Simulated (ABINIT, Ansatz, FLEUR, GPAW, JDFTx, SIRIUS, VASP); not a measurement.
## HfC: programs and potentials compared

```xyz
2
Lattice="0.0000 2.3250 2.3250 2.3250 0.0000 2.3250 2.3250 2.3250 0.0000" Properties=species:S:1:pos:R:3 pbc="T T T"
Hf    2.3174    2.2719    2.3181
C     0.0297   -0.0376    0.0215
```

Atoms were shifted at random by some hundredths of an Å from the given cell, which wasn't relaxed again for these runs.

Alike in all runs: task single point; functional PBEsol; k mesh 10 × 10 × 10; occupations fermi-dirac, width 0.05 eV; no spin polarisation; no spin-orbit coupling. Pressure is positive in compression and, in plane waves, holds the error of the finite cutoff, which Ansatz's Pulay term estimates and takes out.

```tsv
program and potentials	plane-wave cutoff (eV)	notes	band gap (eV)	pressure (GPa)	largest force (eV/Å)	energy over the undisturbed cell (meV/atom)
Ansatz, Ansatz PAW	420	potentials made for PBE, which Ansatz adapts in part; 15 valence electrons an atom on average; Pulay term of +0.24 GPa included	no gap	-6.28	0.370	4.74
ABINIT, PseudoDojo NC SR PBEsol v0.4.1 standard	1116	8 valence electrons an atom on average	no gap	-5.98	0.361	4.61
SIRIUS, PseudoDojo 0.4.1 PBEsol standard (scalar relativistic)	1127	8 valence electrons an atom on average	no gap	-5.99	0.360	-
FLEUR, all-electron, FLAPW	-	-	no gap	-	0.371	4.76
JDFTx, PseudoDojo-SR-PBEsol-0.4.1-standard with smoothed tails	1116	8 valence electrons an atom on average	no gap	-5.98	0.361	4.61
GPAW, PAW data sets generated for this functional	800	8 valence electrons an atom on average	no gap	-5.07	0.384	4.91
VASP, PBE PAW files C, Hf_pv, 520 eV	520	potentials made for PBE; 7 valence electrons an atom on average	no gap	-6.72	0.364	-
Ansatz, all-electron LAPW, scalar-relativistic	-	-	no gap	-6.24	0.370	-
```

Force on atom 2 (C), eV/Å:

| program and potentials | x | y | z |
| --- | --- | --- | --- |
| Ansatz, Ansatz PAW | -0.279 | -0.117 | -0.213 |
| ABINIT, PseudoDojo NC SR PBEsol v0.4.1 standard | -0.272 | -0.114 | -0.208 |
| SIRIUS, PseudoDojo 0.4.1 PBEsol standard (scalar relativistic) | -0.272 | -0.114 | -0.208 |
| FLEUR, all-electron, FLAPW | -0.279 | -0.117 | -0.214 |
| JDFTx, PseudoDojo-SR-PBEsol-0.4.1-standard with smoothed tails | -0.272 | -0.114 | -0.208 |
| GPAW, PAW data sets generated for this functional | -0.289 | -0.122 | -0.221 |
| VASP, PBE PAW files C, Hf_pv, 520 eV | -0.274 | -0.115 | -0.210 |
| Ansatz, all-electron LAPW, scalar-relativistic | -0.278 | -0.117 | -0.213 |

None finds a gap. The pressure spans -6.72 (VASP, PBE PAW files C, Hf_pv, 520 eV) to -5.07 GPa (GPAW, PAW data sets generated for this functional), with all-electron results at -6.24.

Differences between rows come from potentials, basis sets and numerical settings, since the functional is the same but for its coding. Runs on potential files found faulty are left out.
